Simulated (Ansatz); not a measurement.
## Cu: pressure and energy less free atoms against volume scale

Results calculated with Ansatz 0.2.0, not measured. Periodic Kohn-Sham DFT of a crystal at fixed atoms, scaled to volume_scale times the given cell; pressure positive in compression, energy less spherical unpolarised free atoms, largest_vzz the field gradient of largest size among the nuclei.

The cell before it is scaled or strained (space group Im-3m, No. 229):
```
CELL_PARAMETERS angstrom
-1.44260 1.44260 1.44260
1.44260 -1.44260 1.44260
1.44260 1.44260 -1.44260
ATOMIC_POSITIONS crystal
Cu 0.00000 0.00000 0.00000
```

Settings of every row: method all-electron LAPW; functional PBE; relativity scalar; k mesh 16x16x16; filling fermi-dirac; smearing width 0.08 eV; basis error target 0.25 meV/atom; nucleus gaussian.

Atom start moment: 0 on all atoms.

Limits: the cell comes from a prototype or a list of computed structures and needn't be the stable phase.

| row | volume scale | V (Å³/atom) | pressure (GPa) | energy less free atoms (eV/atom) |
| --- | --- | --- | --- | --- |
| 1 | 0.9405 | 11.294 | 9.88 | -3.7031 |
| 2 | 0.98 | 11.769 | 2.89 | -3.7216 |
| 3 | 1 | 12.009 | ? | ? |
| 4 | 1.02 | 12.249 | -2.665 | -3.7216 |
| 5 | 1.06 | 12.729 | -7.007 | -3.7068 |

Question: what pressure and energy less free atoms should row 3 give?

Worked fit of pressure. Take u = (V_r/V)^(2/3) − 1 with V_r = 12.009 Å³ an atom, which is twice the finite (Eulerian) strain; such expansions in the strain, on which the Birch-Murnaghan equation of state is built, carry the rest volume and the bulk modulus. The shown rows have u = 0.04177, 0.01355, -0.01311, -0.03807. Least squares give pressure = −0.057 + 208.856 × u + 693.46 × u² GPa; a straight line predicts inner rows, each left out in turn, worse (root mean square 0.7 against 0.024 GPa). The rows lie off it by 0.003, -0.010, 0.011, -0.004 (root mean square 0.0078 GPa). The pressure vanishes at u = 0.0003, or V = 12 Å³ an atom, and there the bulk modulus at fixed shape and fractions is B = −V dP/dV = (2/3)(1 + u) dP/du = 140 GPa. The withheld row has u = 0, so the fit gives −0.057 + 208.856 × (0) + 693.46 × (0)² = -0.057 GPa.

The calculation gave -0.057 GPa. The fit meets it to the printed digit.

Worked fit of energy less free atoms. Take u = (V_r/V)^(2/3) − 1 with V_r = 12.009 Å³ an atom, which is twice the finite (Eulerian) strain; such expansions in the strain, on which the Birch-Murnaghan equation of state is built, carry the rest volume and the bulk modulus. The shown rows have u = 0.04177, 0.01355, -0.01311, -0.03807. Least squares give energy less free atoms = −3.72369 + 0.0021 × u + 11.733 × u² eV/atom; a straight line predicts inner rows, each left out in turn, worse (root mean square 0.012 against 0.00022 eV/atom). The rows lie off it by 0.0000, -0.0001, 0.0001, 0.0000. Its lowest point lies at u = -0.0001, or V = 12.01 Å³ an atom, and the curvature there gives the bulk modulus at fixed shape and fractions, B = (4/9)(1 + u)² E″(u)/V = 139 GPa. The withheld row has u = 0, so the fit gives −3.72369 + 0.0021 × (0) + 11.733 × (0)² = -3.7237 eV/atom.

The calculation gave -3.7236 eV/atom. The fit lies 0.0001 eV/atom (0.49 % of the column's range) below it, one unit of the last digit.
